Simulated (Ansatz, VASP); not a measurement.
# One calculation of Ni, two programs

```
Ni
1.0
     0.00000    1.74908    1.74908
     1.74908    0.00000    1.74908
     1.74908    1.74908    0.00000
Ni
1
Cartesian
  0.0000 0.0000 0.0000
```

Change from the starting cell: volume scaled by 1.02.

Alike in both runs: task single point; functional LDA; k mesh 13 × 13 × 13; occupations fermi-dirac, width 0.05 eV; collinear spin.

|  | VASP | Ansatz |
| --- | --- | --- |
| version | VASP 6.6.1 | Ansatz 0.2.0 |
| potentials or method | VASP PAW LDA potentials, release 64 (Ni), cutoff 520 eV | all-electron LAPW, scalar-relativistic |

```tsv
	VASP	Ansatz	Ansatz less VASP
gap on the k mesh at the Fermi level (eV)	none	none	-
pressure (GPa)	-14.0	-14.2	-0.18
net moment per atom (μB)	0.62	0.62	+0.008
size of the moment on the site where the two differ most (μB)	0.62	0.64	+0.022
```

Site moments also hang on the region over which each program counts them. A gap of «none» marks a metal or a gap that the smearing closes. Ansatz ran all-electron here, so the differences hold the error of VASP's frozen core and of both bases.
